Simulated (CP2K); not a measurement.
Runs of CP2K 2026.2 on TiO2. The structure is tetragonal, space group P4_2/mnm (No. 136). Conventional cell: a = 4.600 Å, b = 4.600 Å, c = 2.959 Å, α = 90.00°, β = 90.00°, γ = 90.00°. Around Ti (site symmetry mmm) lie 6 O at 1.95 to 1.98 Å. O (site symmetry m2m) has 3 Ti at 1.95 to 1.98 Å as nearest neighbours. The cell is a database's computed one.

```tsv
task	level	potentials or basis	cell	smearing	EPS_DEFAULT	NGRIDS	EXTRAPOLATION	optimiser	most steps	gap on the mesh (eV)	pressure (GPa)	relaxed volume (Å³/atom)	largest force (eV/Å)
relaxation of cell and atoms	BLYP	GTH_POTENTIALS Ti GTH-BLYP-q12, O GTH-BLYP-q6; TZVP-MOLOPT-PBE-GTH basis	relaxed	fermi-dirac 0.05 eV	1.0E-10	5	USE_PREV_P	BFGS	40	1.69	0.0	10.90	0.23
relaxation of cell and atoms	BLYP+D3(BJ)	GTH_POTENTIALS Ti GTH-BLYP-q12, O GTH-BLYP-q6; TZVP-MOLOPT-PBE-GTH basis	relaxed	fermi-dirac 0.05 eV	1.0E-10	5	USE_PREV_P	BFGS	40	1.74	0.0	(a)	0.14
band structure	PBE	POTENTIAL_UZH Ti GTH-PBE-q12, O GTH-PBE-q6; TZVP-MOLOPT-PBE-GTH basis	as given	fermi-dirac 0.0259 eV	1.0E-9	5	-	-	-	1.80	5.2	-	0.06
band structure	TB-mBJ	POTENTIAL_UZH Ti GTH-PBE-q12, O GTH-PBE-q6; TZVP-MOLOPT-PBE-GTH basis	as given	fermi-dirac 0.01 eV	1.0E-9	4	-	-	-	(b)	-	-	-
single point	PBE	POTENTIAL_UZH Ti GTH-PBE-q12, O GTH-PBE-q6; TZVP-MOLOPT-PBE-GTH basis	as given	gaussian 0.014 eV	1.0E-10	4	-	-	-	1.80	5.2	-	0.06
```

Alike in all rows: no spin polarisation; k mesh 6 × 6 × 9.

Question: Fill in the values left out.

Answer: (a) 10.48; (b) 1.88.

Caveats: the basis of atomic orbitals isn't converged, which shifts pressures, moduli and gaps; the potentials were made for another functional, which shifts forces and pressure (some runs); an odd mesh through Γ misses points on the zone boundary, where band edges often lie (some runs); this is a model potential without an energy functional, so only levels have meaning (some runs).

Not every run made on this cell is shown here.
